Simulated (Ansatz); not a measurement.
# SiO2: tests of the settings

An exercise on one series of results from a longer session: the logs are not shown, and one member is left open.

Program: Ansatz 0.2.0. Level of theory: DFT PBE, scalar-relativistic, plane waves, PAW for the base; runs at other levels say so in their headings and inputs, unless a step's input says otherwise. These are calculated values, not measurements.

## Starting point

Symmetry: P6_422, No. 181, hexagonal system. Conventional cell: a = 5.061 Å, b = 5.061 Å, c = 5.541 Å, α = 90.00°, β = 90.00°, γ = 120.00°. Si (site symmetry 222) has 4 O at 1.61 Å as nearest neighbours. Around O (site symmetry 2) lie 2 Si at 1.61 Å.

As a file:

```
Si O
1.0
     5.06052    0.00000    0.00000
    -2.53026    4.38254    0.00000
     0.00000    0.00000    5.54135
Si O
3 6
Direct
  0.00000 0.50000 0.33333
  0.50000 0.50000 0.66667
  0.50000 0.00000 0.00000
  0.58279 0.79139 0.83333
  0.79139 0.58279 0.50000
  0.79139 0.20861 0.16667
  0.41721 0.20861 0.83333
  0.20861 0.41721 0.50000
  0.20861 0.79139 0.16667
```

The structure comes from the Materials Project (structure only); it is used as listed.

## The base run, which the others are set against

input.yaml reads:

```yaml
crystal:
  lattice:
    - [5.0605222284, 0.0, 0.0]
    - [-2.5302611142, 4.3825408062, 0.0]
    - [0.0, 0.0, 5.54135331]
  atoms:
    - { symbol: Si, position: [0.0, 0.5, 0.33333333] }
    - { symbol: Si, position: [0.5, 0.5, 0.66666667] }
    - { symbol: Si, position: [0.5, 0.0, 0.0] }
    - { symbol: O, position: [0.58278926, 0.79139463, 0.83333333] }
    - { symbol: O, position: [0.79139463, 0.58278926, 0.5] }
    - { symbol: O, position: [0.79139463, 0.20860537, 0.16666667] }
    - { symbol: O, position: [0.41721074, 0.20860537, 0.83333333] }
    - { symbol: O, position: [0.20860537, 0.41721074, 0.5] }
    - { symbol: O, position: [0.20860537, 0.79139463, 0.16666667] }
basis:
  ecutwfc: 420
kpoints:
  mp_grid: { grid: [6, 6, 4] }
hamiltonian:
  xc: pbe
scf:
  occupations: { method: gaussian, width: 0.02 }
output:
  forces: true
  stress: true
  eigenvalues: true
  populations: true
```

It was run beforehand and gave: -591.3489 eV/atom at zero smearing, pressure 4.98 GPa, largest force 0.248 eV/Å, gap on the mesh 5.72 eV, in 6 SCF cycles and 2.2 s.

Set-up of the first run:

input.yaml reads:

```yaml
crystal:
  lattice:
    - [5.0605222284, 0.0, 0.0]
    - [-2.5302611142, 4.3825408062, 0.0]
    - [0.0, 0.0, 5.54135331]
  atoms:
    - { symbol: Si, position: [0.0, 0.5, 0.3333333333] }
    - { symbol: Si, position: [0.5, 0.5, 0.6666666667] }
    - { symbol: Si, position: [0.5, 0.0, 0.0] }
    - { symbol: O, position: [0.58278926, 0.79139463, 0.8333333333] }
    - { symbol: O, position: [0.79139463, 0.58278926, 0.5] }
    - { symbol: O, position: [0.79139463, 0.20860537, 0.1666666667] }
    - { symbol: O, position: [0.41721074, 0.20860537, 0.8333333333] }
    - { symbol: O, position: [0.20860537, 0.41721074, 0.5] }
    - { symbol: O, position: [0.20860537, 0.79139463, 0.1666666667] }
basis:
  ecutwfc: 420
kpoints:
  mp_grid: { grid: [6, 6, 4] }
hamiltonian:
  xc: lda
scf:
  occupations: { method: gaussian, width: 0.02 }
output:
  forces: true
  stress: true
  eigenvalues: true
```

On the command line:

```bash
$ ansatz run input.yaml --threads 2 --pin off --max-ram 5120MiB --backend cpu --events-out ev --progress --plain --runs-dir out
```

Among the steps run: Functional set to LDA; Functional set to PBEsol; Functional set to r2SCAN.

One of the session's tables, all rows but one given; the rest of the session is left out.

| functional | gap on the mesh (eV) | largest force (eV/Å) |
| --- | --- | --- |
| PBE | 5.72 | 0.248 |
| LDA | 5.45 | 0.020 |
| PBEsol | 5.63 | 0.162 |
| r2SCAN | ? | ? |

Q: Estimate the row for r2SCAN from the others.

**Answer.** gap on the mesh (eV): 6.30; largest force (eV/Å): 0.031. In the column «gap on the mesh (eV)» it is the highest.

Times: CPU seconds on a shared machine, a rough guide.
